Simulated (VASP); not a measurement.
# Re (P-1) in VASP: single point with LDA

Aim: the single point of Re with LDA.

All numbers are computed with VASP 6.6.1; they aren't measurements. Logs are shortened: lines on timing, memory, paths and dates and some standing lists are left out, and cuts for length are marked.

### 1 The structure

The typed cell holds 1 atom: a = 2.883 Å, b = 2.894 Å, c = 2.882 Å, α = 59.83°, β = 58.82°, γ = 59.52°.

This isn't the form of Re at room conditions, which is hcp.

### 2 Single point, LDA

Input file INCAR:

```
PREC = Accurate ; ENCUT = 520
EDIFF = 1E-6 ; ISMEAR = 0
SIGMA = 0.1 ; LREAL = F
LASPH = T ; NELM = 100
ALGO = Fast ; ISIF = 2
LWAVE = F ; LCHARG = F
GGA = CA ; NBANDS = 10
```

Input file KPOINTS:

```
regular mesh
0
Gamma
  7 7 7
```

Input file POSCAR:

```
Re
1.0
    0.0274100000      2.0473000000      2.0300400000
    2.0414900000      0.0058800000      2.0515700000
    2.0240700000      2.0514200000      0.0233000000
Re
1
Direct
    0.0000000000      0.0000000000      0.0000000000
```

Potentials or basis: VASP PAW LDA potentials, release 64 (Re).

Started as:

```
$ cat potpaw_LDA.64/Re/POTCAR > POTCAR
$ mpirun -np 1 vasp_std > vasp.out
```

OUTCAR:

```text
PREC = Accurate
   ENCUT = 520
   EDIFF = 1E-6
   ISMEAR = 0
   LREAL = F
   LASPH = T
   NELM = 100
   ISIF = 2
   GGA = CA

 ion  position               nearest neighbor table
   1  0.000  0.000  0.000-

  LATTYP: Found a triclinic cell.
 ALAT       =     2.8832708856
 B/A-ratio  =     1.0038062139
 C/A-ratio  =     0.9818166143
 COS(alpha) =     0.0049775617
 COS(beta)  =     0.4913692633
 COS(gamma) =     0.5072281360

  Lattice vectors:

 A1 = (  -0.0274100000,  -2.0473000000,  -2.0300400000)
 A2 = (  -2.0414900000,  -0.0058800000,  -2.0515700000)
 A3 = (   1.9966600000,   0.0041200000,  -2.0067400000)

Analysis of symmetry for initial positions (statically):
=====================================================================
 Subroutine PRICEL returns:
 Original cell was already a primitive cell.

 Routine SETGRP: Setting up the symmetry group for a
 triclinic supercell.

 Subroutine GETGRP returns: Found  2 space group operations
 (whereof  2 operations were pure point group operations)
 out of a pool of  2 trial point group operations.

The static configuration has the point symmetry S_2 .

Analysis of symmetry for dynamics (positions and initial velocities):
=====================================================================
 Subroutine PRICEL returns:
 Original cell was already a primitive cell.

 Routine SETGRP: Setting up the symmetry group for a
 triclinic supercell.

 Subroutine GETGRP returns: Found  2 space group operations
 (whereof  2 operations were pure point group operations)
 out of a pool of  2 trial point group operations.

The dynamic configuration has the point symmetry S_2 .

 Subroutine INISYM returns: Found  2 space group operations
 (whereof  2 operations are pure point group operations),
 and found     1 'primitive' translations

----------------------------------------------------------------------------------------

                                     Primitive cell

  volume of cell :      16.7663

  direct lattice vectors                    reciprocal lattice vectors
     0.027410000  2.047300000  2.030040000    -0.251009585  0.244834082  0.249074578
     2.041490000  0.005880000  2.051570000     0.245538353 -0.245033878  0.243801921
     2.024070000  2.051420000  0.023300000     0.249801677  0.243827194 -0.249273157

  length of vectors
     2.883270886  2.894245231  2.881965696     0.430101947  0.423992996  0.428940189

  position of ions in fractional coordinates (direct lattice)
     0.000000000  0.000000000  0.000000000

  ion indices of the primitive-cell ions
   primitive index   ion index
                 1           1

----------------------------------------------------------------------------------------

 KPOINTS: regular mesh

Automatic generation of k-mesh.
 Grid dimensions read from file:
 generate k-points for:    7    7    7

 Generating k-lattice:

  Cartesian coordinates                     Fractional coordinates (reciprocal lattice)
    -0.035858512  0.034976297  0.035582083     0.142857143 -0.000000000  0.000000000
     0.035076908 -0.035004840  0.034828846     0.000000000  0.142857143  0.000000000
     0.035685954  0.034832456 -0.035610451     0.000000000  0.000000000  0.142857143

  Length of vectors
     0.061443135  0.060570428  0.061277170

  Shift w.r.t. Gamma in fractional coordinates (k-lattice)
     0.000000000  0.000000000  0.000000000

 Subroutine IBZKPT returns following result:
 ===========================================

 Found    172 irreducible k-points:

 Following reciprocal coordinates:
            Coordinates               Weight
  0.000000  0.000000  0.000000      1.000000
  0.142857 -0.000000  0.000000      2.000000
  0.285714 -0.000000  0.000000      2.000000
  0.428571 -0.000000  0.000000      2.000000
 -0.000000  0.142857 -0.000000      2.000000
  0.142857  0.142857 -0.000000      2.000000
[... 16 lines left out ...]
 -0.428571  0.428571  0.000000      2.000000
 -0.285714  0.428571 -0.000000      2.000000
 [... further k-points ...]
   k-points           NKPTS =    172   k-points in BZ     NKDIM =    172   number of bands    NBANDS=     10
   number of dos      NEDOS =    301   number of ions     NIONS =      1
   total plane-waves  NPLWV =  13824
   dimension x,y,z NGX =    24 NGY =   24 NGZ =   24
   dimension x,y,z NGXF=    48 NGYF=   48 NGZF=   48
   ions per type =               1
   NGX,Y,Z   is equivalent  to a cutoff of  13.84, 13.79, 13.84 a.u.
   NGXF,Y,Z  is equivalent  to a cutoff of  27.68, 27.57, 27.69 a.u.
 SYSTEM =  unknown system
   PREC   = accura    normal or accurate (medium, high low for compatibility)
   ISTART =      0    job   : 0-new  1-cont  2-samecut
   ICHARG =      2    charge: 1-file 2-atom 10-const
   ISPIN  =      1    spin polarized calculation?
   LNONCOLLINEAR =      F non collinear calculations
   LSORBIT =      F    spin-orbit coupling
   LASPH  =      T    aspherical Exc in radial PAW
   ENCUT  =  520.0 eV  38.22 Ry    6.18 a.u.   5.36  5.38  5.36*2*pi/ulx,y,z
   NELM   =    100;   NELMIN=  2; NELMDL= -5     # of ELM steps
   EDIFF  = 0.1E-05   stopping-criterion for ELM
   LREAL  =      F    real-space projection
   EDIFFG = 0.1E-04   stopping-criterion for IOM
   NSW    =      0    number of steps for IOM
   IBRION =     -1    ionic relax: 0-MD 1-quasi-New 2-CG
   NFREE  =      0    steps in history (QN), initial steepest desc. (CG)
   ISIF   =      2    stress and relaxation
   ISYM   =      2    0-nonsym 1-usesym 2-fastsym
   POTIM  = 0.5000    time-step for ionic-motion
   TEBEG  =    0.0;   TEEND  =   0.0 temperature during run
   PSTRESS=    0.0 pullay stress
   NELECT =       7.0000    total number of electrons
   NUPDOWN=      -1.0000    fix difference up-down
   EMIN   =  10.00;   EMAX   =-10.00  energy-range for DOS
   EFERMI =   0.00;   METHOD = LEGACY
   ISMEAR =     0;   SIGMA  =   0.10  broadening in eV -4-tet -1-fermi 0-gaus
   EFERMI_NEDOS =   21; number of points for ismear=-14 and -15
   IALGO  =     68    algorithm
   IMIX   =      4    mixing-type and parameters
     AMIX     =   0.40;   BMIX     =  1.00
     AMIX_MAG =   1.60;   BMIX_MAG =  1.00
  volume/ion in A,a.u.               =      16.77       113.14
  Fermi-wavevector in a.u.,A,eV,Ry     =   1.223570  2.312211 20.369590  1.497123
  Thomas-Fermi vector in A             =   2.358676
   LORBIT       =      0    0 simple, 1 ext, 2 COOP (PROOUT), +10 PAW based schemes
   GGA     = CA    functional components
   LHFCALC =     F    Hartree Fock is set to
   AEXX    =    0.0000 exact exchange contribution
   IVDW    =     0    specifies the selected vdW correction
   LEPSILON=     F    determine dielectric tensor
   LRPA    =     F    only Hartree local field effects (RPA)
 non-spin polarized calculation
 RMM-DIIS sequential band-by-band and
 Gauss-broadening in eV      SIGMA  =   0.10
  energy-cutoff  :      520.00
  volume of cell :       16.77
 maximum number of plane-waves:       468
 NGX is ok and might be reduce to    24
   NGX = 11   NGY = 11   NGZ = 11

 number of electron       7.0000000 magnetization

 Free energy of the ion-electron system (eV)
  ---------------------------------------------------
  ext. energy  EPLUGINS =         0.00000000
  ---------------------------------------------------
  free energy    TOTEN  =       -13.34059457 eV

  energy without entropy =      -13.33358925  energy(sigma->0) =      -13.33709191

 E-fermi :   6.5700     XC(G=0): -13.1470

 val. band max:        6.5697814608   @ k =  -0.1429  -0.2857   0.4286
 cond. band min:       6.6091694742   @ k =  -0.0000   0.1429   0.1429
 fundamental gap:      0.0393880134
 Fermi energy:         6.5700369810

 k-point     1 :       0.0000    0.0000    0.0000
  band No.  band energies     occupation
      1      -2.6201      2.00000
      2       4.7677      2.00000
      3       4.8286      2.00000
      4       5.1515      2.00000
      5       7.4313      0.00000
      6       7.6129      0.00000
      7      20.3568      0.00000
      8      24.9967      0.00000
      9      25.1019      0.00000
     10      25.6930      0.00000

 k-point     2 :       0.1429   -0.0000    0.0000
  band No.  band energies     occupation
      1      -1.8152      2.00000
      2       4.5764      2.00000
      3       5.1207      2.00000
      4       5.2666      2.00000
      5       7.2444      0.00000
      6       7.3721      0.00000
      7      21.6648      0.00000
      8      22.7693      0.00000
      9      26.4835      0.00000
     10      26.6027      0.00000

 k-point     3 :       0.2857   -0.0000    0.0000
  band No.  band energies     occupation
      1      -0.0935      2.00000
      2       4.3771      2.00000
      3       5.1675      2.00000
      4       5.2748      2.00000
      5       7.8922      0.00000
      6       7.9730      0.00000
      7      19.1460      0.00000
      8      22.6829      0.00000
      9      28.8633      0.00000
     10      29.3786      0.00000

 k-point     4 :       0.4286   -0.0000    0.0000
  band No.  band energies     occupation
      1       0.5838      2.00000
      2       4.7362      2.00000
      3       4.8420      2.00000
      4       6.2421      2.00000
      5       9.2526      0.00000
      6       9.5033      0.00000
      7      15.7320      0.00000
      8      20.0884      0.00000
      9      25.4845      0.00000
     10      25.6701      0.00000
[... 222 lines left out ...]
 k-point    22 :       0.4286    0.4286    0.0000
  band No.  band energies     occupation
      1       0.8878      2.00000
      2       1.6767      2.00000
      3       8.0199      0.00000
      4       9.3987      0.00000
      5       9.6201      0.00000
      6       9.7845      0.00000
      7      18.4962      0.00000
      8      18.6203      0.00000
      9      18.8870      0.00000
     10      26.4992      0.00000

 k-point    23 :      -0.4286    0.4286    0.0000
  band No.  band energies     occupation
      1       1.1916      2.00000
      2       1.9450      2.00000
      3       7.0006      0.00000
      4       8.7364      0.00000
      5       9.9091      0.00000
      6      12.6688      0.00000
      7      15.1131      0.00000
      8      18.7300      0.00000
      9      19.1867      0.00000
     10      27.6979      0.00000

 k-point    24 :      -0.2857    0.4286   -0.0000
  band No.  band energies     occupation
      1       2.0017      2.00000
      2       3.0420      2.00000
      3       4.9329      2.00000
      4       6.9313      0.00000
      5       9.3395      0.00000
      6      13.3263      0.00000
      7      14.0135      0.00000
      8      20.2185      0.00000
      9      22.5208      0.00000
     10      25.6619      0.00000

 [... further k-points ...]
[... 5 lines left out ...]
  --------------------------------------------------------------------------------------
  -------------------------------------------------------------------------------------
  Total       -4.4575758     -4.7177741     -4.5420847     -0.0442813     -0.0113070     -0.1440244
  in kB     -425.9639436   -450.8283723   -434.0395751     -4.2315022     -1.0804962    -13.7629097
  external PRESSURE =    -436.9439637 kB  Pullay stress =       0.0000000 kB

 VOLUME and BASIS-vectors are now :
 -----------------------------------------------------------------------------
  energy-cutoff  :      520.00
  volume of cell :       16.77
      direct lattice vectors                 reciprocal lattice vectors
     0.027410000  2.047300000  2.030040000    -0.251009585  0.244834082  0.249074578
     2.041490000  0.005880000  2.051570000     0.245538353 -0.245033878  0.243801921
     2.024070000  2.051420000  0.023300000     0.249801677  0.243827194 -0.249273157

 POSITION                                       TOTAL-FORCE (eV/Angst)
 -----------------------------------------------------------------------------------
      0.00000      0.00000      0.00000        -0.000000      0.000000     -0.000000
 -----------------------------------------------------------------------------------
    total drift:                               -0.000000      0.000000      0.000000

  FREE ENERGIE OF THE ION-ELECTRON SYSTEM (eV)
  ---------------------------------------------------
  free  energy   TOTEN  =       -13.3405945668 eV

  energy  without entropy=      -13.3335892522  energy(sigma->0) =      -13.33709191
```

It took 22 s on 1 thread of Intel Xeon Platinum 8259CL at 2.50GHz (Skylake/Cascade Lake), shared host; peak memory 0.15 GiB.

What came out:

```
Free energy            : -13.3406 eV
Pressure               : -43.7 GPa
Band gap on the k mesh : none (metal or under the smearing width)
```

Levels at points of the mesh, in eV from the Fermi level:
| k point | band 1 | band 2 | band 3 | band 4 | band 5 | band 6 | band 7 | band 8 | band 9 |
| --- | --- | --- | --- | --- | --- | --- | --- | --- | --- |
| (0.00, 0.00, 0.00) | -9.19 | -1.80 | -1.74 | -1.42 | 0.86 | 1.04 | 13.79 | 18.43 | 18.53 |

Caveat: the k mesh is coarse (spacing up to 0.39 Å⁻¹), so the values aren't converged; a pressure of tens of GPa on the cell as given is suspect, and the run, the potentials or the cell itself is likely at fault.
